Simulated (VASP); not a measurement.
Sn: band structure with PBE

The system is Sn.

```xyz
2
Lattice="0.0000 3.3264 3.3264 3.3264 0.0000 3.3264 3.3264 3.3264 0.0000" Properties=species:S:1:pos:R:3 pbc="T T T"
Sn    0.0000    0.0000    0.0000
Sn    1.6632    1.6632    1.6632
```

This isn't the form of Sn at room conditions, which is tetragonal (white tin).

- Program: VASP 6.6.1
- Task: band structure
- Functional: PBE
- Potentials or basis: VASP PAW PBE potentials, release 64 (Sn_d)
- Cutoff: 700 eV
- k mesh: 8 × 8 × 8
- Occupations: gaussian, width 0.02 eV
- Spin: no spin polarisation
- Further INCAR settings: ALGO = Normal; EDIFF = 1e-07

```yaml
Pressure: 0.0 GPa
Band_gap_along_the_path: none (metal or under the smearing width)
```

Levels at the corners of the path, in eV from the Fermi level:
```tsv
point	band 12	band 13	band 14	band 15	band 16	band 17
Γ	-1.00	0.23	0.23	0.23	2.29	2.29
X	-7.13	-2.09	-2.09	1.04	1.04	7.40
X	-7.13	-2.09	-2.09	1.04	1.04	7.40
W	-7.09	-2.60	-2.60	3.34	3.34	4.15
W	-7.09	-2.60	-2.60	3.34	3.34	4.15
K	-6.68	-2.91	-1.76	1.27	3.38	5.59
K	-6.68	-2.91	-1.76	1.27	3.38	5.59
Γ	-1.00	0.23	0.23	0.23	2.29	2.29
Γ	-1.00	0.23	0.23	0.23	2.29	2.29
L	-5.90	-0.87	-0.87	0.00	3.34	3.34
L	-5.90	-0.87	-0.87	0.00	3.34	3.34
U	-6.68	-2.91	-1.76	1.27	3.38	5.59
U	-6.68	-2.91	-1.76	1.27	3.38	5.59
W	-7.09	-2.60	-2.60	3.34	3.34	4.15
W	-7.09	-2.60	-2.60	3.34	3.34	4.15
L	-5.90	-0.87	-0.87	0.00	3.34	3.34
L	-5.90	-0.87	-0.87	0.00	3.34	3.34
K	-6.68	-2.91	-1.76	1.27	3.38	5.59
U	-6.68	-2.91	-1.76	1.27	3.38	5.59
X	-7.13	-2.09	-2.09	1.04	1.04	7.40
```

Run time: 3.6 min on 1 thread of Intel(R) Xeon(R) Platinum 8375C CPU @ 2.90GHz (Ice Lake), with other jobs on the host, peak memory 0.28 GiB.

Caveat: spin-orbit coupling is left out, which moves the levels of the heavy elements.
